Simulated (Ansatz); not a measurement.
# Bi in Ansatz, settings compared

Run with:

```bash
ansatz run input.yaml --threads 1 --pin off --max-ram 2560MiB --backend cpu --events-out ev --progress --plain --runs-dir out
```

The input file (Ansatz 0.2.0, plane waves):

```yaml
crystal:
  lattice:
    - [2.187653, 3.789114, 0.0]
    - [-2.187644, 3.789114, 0.0]
    - [0.0, 0.0, 5.81964]
  atoms:
    - { symbol: Bi, position: [0.269, 0.731, 0.16667] }
    - { symbol: Bi, position: [0.0, 0.269, 0.83334] }
    - { symbol: Bi, position: [0.731, 0.0, 0.5] }
  symmetry: { tolerance: 0.0003 }
kpoints:
  mp_grid: { grid: [5, 5, 3], shift: [0, 0, 0] }
magnetization:
  spin_polarized: false
scf:
  occupations: { method: fermi_dirac, width: 0.1083 }
hamiltonian:
  pseudopotentials: { kind: paw }
  xc: r2scan
basis:
  ecutwfc: 500
output:
  forces: true
  stress: true
  eigenvalues: true
  write_density: true
  write_potential: true
  elf: true
  volumetric_format: npy
relax:
  max_steps: 40
  cell: {}
```

Origin of the cell: a known structure type with other elements, at an estimated volume, so it need not be a known compound.

Output of this run (shortened):

```
Warning: the atoms were moved onto the symmetric positions of the space group found under crystal.symmetry.tolerance 3.0e-4 (fractional; no operation is sought that the atoms, as they stand i […]
Pseudopotentials: kind: paw
Pseudopotential: Bi, paw, valence charge 15, recommended cutoff 500 eV (meta_gga), Bi.paw.azcp
Functional definition: r2SCAN
  exchange = r2scan_x(k0 = k0, k1 = k1, a1 = a1)
  correlation = r2scan_c
Crystal: 3 atoms, lattice volume = 96.481 Å³
Basis set: ecut = 500 eV, 2439 PW (Γ), exchange–correlation on 128×128×180 points (64 copies of the dense FFT grid, shifted against one another)
Bands: 27, of which v1, the nominal top of the filled ones, is band 23 counted from 1 (22 counted from 0)
Symmetry: 6 space group operations
Space group: P3221 (ITA 154), of the structure as read, at distance tolerance 1.4e-3 Å
[… 4 lines left out …]
Initial density: superposition of atomic densities (neutral atoms: chi_scale 0, normalization atom), corrected by the library's trained network
Functional: x = r2scan, c = r2scan; τ floored in thin density (d = 2e-4 eV/Å³)
SCF iter   1: F=—  HF=-37231.970345 eV  Δρ=2.96e-3  dr2=5.65e-3  dr2_τ=2.69e-3
SCF iter   2: F=—  HF=-37231.991548 eV  Δρ=1.66e-3  dr2=2.16e-3  dr2_τ=9.24e-5
SCF iter   3: F=—  HF=-37231.992520 eV  Δρ=4.15e-4  dr2=2.58e-4  dr2_τ=4.41e-6
SCF iter   4: F=—  HF=-37231.992560 eV  Δρ=1.25e-4  dr2=2.13e-5  dr2_τ=3.90e-7
SCF iter   5: F=—  HF=-37231.992571 eV  Δρ=2.57e-5  dr2=6.78e-7  dr2_τ=1.77e-8
SCF iter   6: F=-37231.992571 eV  HF=-37231.992571 eV  Δρ=5.74e-6  dr2=3.84e-8  dr2_τ=5.65e-10
relax step   1: F+E_penalty+E_count = -37231.992571 eV  Δ(F+E_penalty+E_count) = +0.000e0 eV  max|allowed force component| = 2.538e0 eV/Å  Δτ_max = 0.0000 Å  P = +8.737 GPa  Ω = 96.481 Å³  (6 […]
relax step   2: F+E_penalty+E_count = -37232.973415 eV  Δ(F+E_penalty+E_count) = -9.808e-1 eV  max|allowed force component| = 5.076e-1 eV/Å  Δτ_max = 0.1942 Å  P = +0.453 GPa  Ω = 102.511 Å³ […]
relax step   3: F+E_penalty+E_count = -37233.051286 eV  Δ(F+E_penalty+E_count) = -7.787e-2 eV  max|allowed force component| = 1.221e-1 eV/Å  Δτ_max = 0.0666 Å  P = -0.069 GPa  Ω = 103.185 Å³ […]
relax step   4: F+E_penalty+E_count = -37233.055236 eV  Δ(F+E_penalty+E_count) = -3.950e-3 eV  max|allowed force component| = 1.217e-2 eV/Å  Δτ_max = 0.0186 Å  P = +0.099 GPa  Ω = 102.811 Å³ […]
relax step   5: F+E_penalty+E_count = -37233.055515 eV  Δ(F+E_penalty+E_count) = -2.794e-4 eV  max|allowed force component| = 3.899e-5 eV/Å  Δτ_max = 0.0021 Å  P = -0.031 GPa  Ω = 103.034 Å³ […]
relax step   6: F+E_penalty+E_count = -37233.055536 eV  Δ(F+E_penalty+E_count) = -2.112e-5 eV  max|allowed force component| = 7.621e-5 eV/Å  Δτ_max = 0.0000 Å  P = -0.001 GPa  Ω = 102.979 Å³ […]
relax step   7: F+E_penalty+E_count = -37233.057003 eV  Δ(F+E_penalty+E_count) = -1.467e-3 eV  max|allowed force component| = 7.274e-5 eV/Å  Δτ_max = 0.0000 Å  P = +0.011 GPa  Ω = 102.979 Å³  stress off target by 1.42e-2 GPa […]
SCF 7 converged in 7 iterations: F = -37233.057003 eV  dr2 = 9.62e-13
basis re-selected at this cell: Δ(F+E_penalty+E_count) = -1.467e-3 eV, ΔP = +0.012 GPa vs the last step (what re-selecting the basis moved, of the pressure what is left beyond the Pulay corre […]
SCF converged after 7 iterations
Free energy (F): -37233.057003 eV
Harris-Foulkes:  -37233.057003 eV  (|F-HF|=2.91e-11)
Internal energy: -37233.023783 eV  (E = F + TS)
E sigma→0 (E₀):  -37233.040393 eV
Entropy (-TS):   -0.033220 eV (-11.073 meV/atom)
Fermi energy:    9.804697 eV
--- Per-component energies (eV) ---
  E_band       = -343.725027
  E_kinetic    = 903.151490
  E_local      = -4573.918430  (includes V_loc(G=0)·N_el)
  E_nonlocal   = 1682.989141
  E_hartree    = 1483.845979
  E_xc         = -421.188805
  E_vxc        = -467.885787  (∫ρ·V_xc dr)
  E_paw        = -32066.808749  (= ΣΔE_a)
  E_vpaw       = -888.352120  (= ΣTr[D̂ρ^β])
  E_aug_tail   = -0.000822  (compensation charges beyond the density's cutoff)
  E_vtau       = 32.599550  (kinetic-family band-sum trace: ∫τ·v_τ [+ j·A + Jᵃ·Aᵃ] dr)
  E_ewald      = -4243.720229
  E_core_change = 2.626642  (= ΣΔE_core)
  E_smearing   = -0.033220  (= −TS)
  Σ components = -37233.057003   (vs F -37233.057003, Δ=0.00e0)
--- Forces (eV/Å), atoms counted from 1 ---
  atom   1  Bi     0.000073    -0.000000     0.000000
  atom   2  Bi    -0.000036     0.000063     0.000000
  atom   3  Bi    -0.000036    -0.000063    -0.000000
  max |Σ_I F_I| component: 0.0 eV/Å
--- Stress (GPa, compression-positive) ---
        0.014170       0.000000       0.000000
        0.000000       0.014170      -0.000000
        0.000000      -0.000000       0.004025
  P = ⅓ Tr σ = 0.0108 GPa (0.108 kbar)
--- Relaxed structure (6 steps of the walk, 6 accepted, 1 SCFs on fresh bases) ---
  F+E_penalty+E_count = -37233.057003 eV   max|allowed force component| = 7.274e-5 eV/Å   (the final SCF, on the basis selected at the relaxed cell)
  cell:  # Å, volume = 102.9791 Å³
    - [2.258234, 3.911370, 0.0]
    - [-2.258229, 3.911373, 0.0]
    - [0.0, 0.0, 5.829367]
  atoms:
    - { symbol: Bi, position: [0.333330, 0.666670, 0.166667] }
    - { symbol: Bi, position: [0.0, 0.333330, 0.833333] }
    - { symbol: Bi, position: [0.666670, 0.0, 0.500000] }
```

The same input was run again with these changes:

1. `scf.eigensolver.kind` default → davidson; `scf.occupations.method` fermi_dirac → cold; `scf.occupations.width` 0.1083 → 0.15
2. `kpoints.mp_grid.shift` [0, 0, 0] → [0.5, 0.5, 0.5]
3. `kpoints.mp_grid.shift` [0, 0, 0] → [0.5, 0.5, 0.5]
4. `scf.lower_state_search` default → "off"

```
 run        end  SCF iterations  volume (Å³/atom)  max force component (eV/Å)  moment (μB)  ΔE(σ→0) (meV/atom)
base  converged              52             34.33                       0.000            –                   0
   1  converged              51             34.36                       0.000            –               -0.47
   2  converged              50             34.27                       0.003            –                5.50
   3  converged              50             34.27                       0.003            –                5.50
   4  converged              52             34.33                       0.000            –                0.00
```

Energies are compared only where functional, datasets, charge and starting cell are the same.

Caveats of the base run: no moments, though an odd count or open d shells may carry them; no spin-orbit coupling, though heavy elements are present; the k mesh is coarse if the cell is a metal; the relaxation held the start's symmetry, so the end may be a saddle point.

Run 2: the k mesh keeps only part of the crystal's symmetry.
Run 3: the k mesh keeps only part of the crystal's symmetry.

The base run ran for 83 s on 1 thread of Arm Neoverse V1, on a shared host, peak memory 0.55 GiB, from the program's own first density.
